A crystal of SnO₂ is held at fixed size and shape while the plane-wave cutoff is raised. The cutoff sets the shortest wave from which the electronic states may be built, and so the fineness of detail they can show. Taken at face value, a negative pressure means that the cell would lower its energy by shrinking.

DFTK 0.8.2, plane-wave DFT with the PBEsol functional and spms-pbe-1.0 pseudopotentials, without spin polarisation, for SnO₂ in a fixed 6-atom cell; 3×3×4 k mesh, first-order Methfessel–Paxton smearing of 0.1 eV. The sweep value is the plane-wave cutoff in eV, and energies are free energies counted from the highest cutoff.

| sweep value | energy less tightest (meV/atom) | pressure (GPa) | gap (eV) | largest force (eV/Å) |
| --- | --- | --- | --- | --- |
| 272.114 | 18095.2 | -461.9 | 0.581 | 0.865 |
| 380.959 | 6658.1 | -171.0 | 0.102 | 0.352 |
| 435.382 | 4308.5 | -125.7 | 0.394 | 0.371 |
| 571.439 | 1315.8 | -58.9 | 0.918 | 0.143 |
| 707.496 | 320.2 | -19.6 | 1.059 | 0.152 |
| 816.342 | 83.8 | -4.8 | 1.093 | 0.180 |
| 979.61 | 6.2 | 2.4 | 1.105 | 0.177 |
| 1197.3 | 0.0 | 3.5 | 1.105 | 0.178 |

Three explanations of the pressure column suggest themselves. The crystal may really be stretched and pull inwards. The pressure error may be the energy error per volume, multiplied by a fixed factor. Or the pressure may respond to how steeply the energy still changes with the cutoff.

**(a) Is the negative pressure a real pull of the crystal?**

*Solution.* The pressure is computed with a fixed set of plane waves. If the cell is stretched a little, every wave in the set is stretched with it, and the description becomes coarser. With an unfinished basis a coarser description costs energy, so the cell seems to resist expansion and to favour shrinking. This false pull is called Pulay stress.

The number of plane waves grows as $V E_\mathrm{cut}^{3/2}$, where $V$ is the volume per atom and $E_\mathrm{cut}$ the cutoff. Keeping the set fixed therefore makes the effective cutoff fall as $V^{-2/3}$. With $P=-dE/dV$ and $E$ the energy per atom, the chain rule gives

$$P_\text{fixed set}=P_\text{fixed cutoff}+\frac{2}{3V}\,\frac{dE}{d\ln E_\mathrm{cut}} .$$

The last term is the Pulay stress. A real pull would have to appear in the first term, the pressure at fixed cutoff.

Take the step from 707.496 to 816.342 eV. The energy changes by $83.8-320.2=-236.4$ meV per atom, and the logarithm of the cutoff by 0.143. With $V=11.92$ Å³ and 1 eV/Å³ = 160.2 GPa,

$$\frac{2}{3\times 11.92}\times\frac{-0.2364}{0.143}\times 160.2\approx-14.8\ \text{GPa}.$$

The mean of the two computed pressures is −12.2 GPa. What remains for the crystal itself is about +2.6 GPa, a slight push outwards.

The formula has no adjustable constant, and the other steps above 571.439 eV give the same picture. There the remainder lies between 2.5 and 5.7 GPa, depending on whether the pressure is taken to rise along a straight line within the step or along a curve that flattens towards the higher cutoff. The tightest row gives 3.5 GPa directly. The strong pull is thus a product of the basis, and in this calculation the cell is, if anything, slightly compressed. That small remainder belongs to the model, which joins PBEsol to potentials made for PBE, and need not hold for the real crystal.

At the lowest cutoffs the test is blunter. Between the first two rows the slope accounts for −305 GPa of a mean of −316 GPa, but the remainder changes sign with the way of averaging. The electronic state is also poor there: at 380.959 eV the gap has shrunk to about the smearing width. The program also warned of a negative density of states when it filled the smeared levels, though the output doesn't say at which cutoff.

**(b) Can the pressure error be read off from the energy error?**

*Solution.* It could if the energy error fell as one fixed power of the cutoff. Slope and error would then keep a constant ratio, and so would the pressure error and the energy error per volume. Counted from the tightest row, this ratio is 1.9 at the lowest cutoff but 7.4 at 816.342 eV. The factor of the lowest row would foresee a pressure error of 2.2 GPa at 816.342 eV, where the table gives 8.3 GPa.

The reason is that the energy error falls as an ever higher power of the cutoff. Raising the cutoff by a factor of 1.4 from the lowest row cuts the error 2.7 times; a factor of only 1.2 from 816.342 eV cuts it about 14 times. Theory leads one to expect this, because pseudopotentials make the electronic states smooth near the nuclei, and smooth functions contain very little of the shortest waves. An energy error that is already small can therefore still be falling steeply for its size, and the pressure feels the slope.

**(c) At 816.342 eV the largest force has settled. Is this cutoff good enough to relax the cell?**

*Solution.* For the atomic positions within this fixed cell it is: the force differs from that of the tightest row by only 0.002 eV/Å. Plane waves fill the whole cell and are not attached to atoms. Moving an atom leaves the set as fine as before, so the force has no counterpart of the Pulay stress. Changing the size of the cell does alter the fineness, and a settled force is no evidence of a settled pressure.

For a cell size found from the computed pressure it is not. With a bulk modulus of roughly 200 GPa, a recalled value, the pressure error of 8.3 GPa would, by a simple linear estimate, make the relaxed volume about 4% too small. At 979.61 eV the error is 1.1 GPa, or about half a percent in volume.

This gives a rule for choosing the cutoff. Multiply the bulk modulus by the relative volume error that can be tolerated, which for 1% is here about 2 GPa, and raise the cutoff until a further increase of about a fifth moves the pressure by less than that. A much smaller step could pass the test while most of the error remained.
